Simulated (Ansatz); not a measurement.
Os under changes of volume

One of the cells (13.982 Å³/atom); the others are scaled copies at fixed shape and fractional positions:

```
Os
1.0
     2.73410    0.00000    0.00000
    -1.36705    2.36780    0.00000
     0.00000    0.00000    4.31970
Os
2
Direct
  0.66667 0.33333 0.75000
  0.33333 0.66667 0.25000
```

```yaml
Program: Ansatz 0.2.0
Functional: PBEsol
Potentials_or_basis: Ansatz PAW
Cutoff: "420 eV (not typed: the program's choice for these potentials)"
k_mesh: 11 × 11 × 6
Occupations: fermi-dirac, width 0.05 eV
Spin: no spin polarisation
```

```tsv
volume (Å³/atom)	energy over the lowest point (meV/atom)	pressure (GPa)
13.143	?	?
13.423	22.18	16.2
13.703	2.86	6.2
13.982	0.00	-2.7
14.262	11.80	-10.6
14.542	36.63	-17.6
14.821	73.07	-23.9
```

Q: What does the run at 13.143 Å³/atom give?

A: Energy over the lowest point 59.96 meV/atom; pressure 27.4 GPa.

Worked out: A Birch-Murnaghan fit of order 3 (a polynomial in V^(-2/3)) to the other rows has its minimum at 13.89 Å³/atom with B0 = V·E''(V) = 432 GPa and B' = 4.7 at fixed shape and positions, which overstates the stiffness. It gives 59.94 meV/atom at 13.143 Å³/atom, against the run's 59.96, and -dE/dV = 27.3 GPa, against 27.4.

Energies are extrapolated to zero smearing.

Caveats: the PAW data sets come from PBE, with cores solved anew for the run's functional, which leaves a small shift of forces and pressure.
